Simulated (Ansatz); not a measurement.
# Fe: frozen-core PAW against all-electron methods

```xyz
2
Lattice="2.3845 0.0000 0.0000 -1.1922 2.0650 0.0000 0.0000 0.0000 3.7635" Properties=species:S:1:pos:R:3 pbc="T T T"
Fe    0.0000    1.3767    0.9409
Fe    1.1922    0.6883    2.8226
```

Atoms are numbered in the order listed.

Structure from Materials Project entry mp-136 (possibly hypothetical), not relaxed further. The listed cell was then made from it by scaling, straining or moving an atom.

Spin polarisation is left out, and whether a magnetic state lies lower isn't shown here.

Methods: DFT, PBE, PAW with Ansatz's default frozen-core files, scalar-relativistic (Ansatz 0.2.0); DFT, PBE, all-electron PAW with datasets made for the crystal, scalar-relativistic (Ansatz 0.2.0); DFT, PBE, all-electron LAPW, scalar-relativistic (Ansatz 0.2.0).

For PAW: a Γ-centred 17×17×10 k mesh, Fermi–Dirac smearing of 0.08 eV, cutoff 420 eV, no spin polarisation. The crystal-made all-electron datasets (AE datasets) take a cutoff of 380 eV at this cell. LAPW targets a basis error of 0.25 meV/atom. The Ansatz runs share mesh, smearing and spin set-up. Plane-wave (PAW) pressures include the program's estimate of the Pulay term.

Stress and pressure are positive in compression.

The change that made this cell: volume scaled by 0.94.

| quantity | PAW | AE datasets | LAPW |
| --- | --- | --- | --- |
| pressure (GPa) | 34.94 | 34.77 | 34.77 |
| stress xx (GPa) | 34.12 | 33.97 | 33.96 |
| stress zz (GPa) | ? | 36.39 | 36.39 |

Task: What belongs in the row "stress zz (GPa)", column "PAW"?

Result: 36.60.
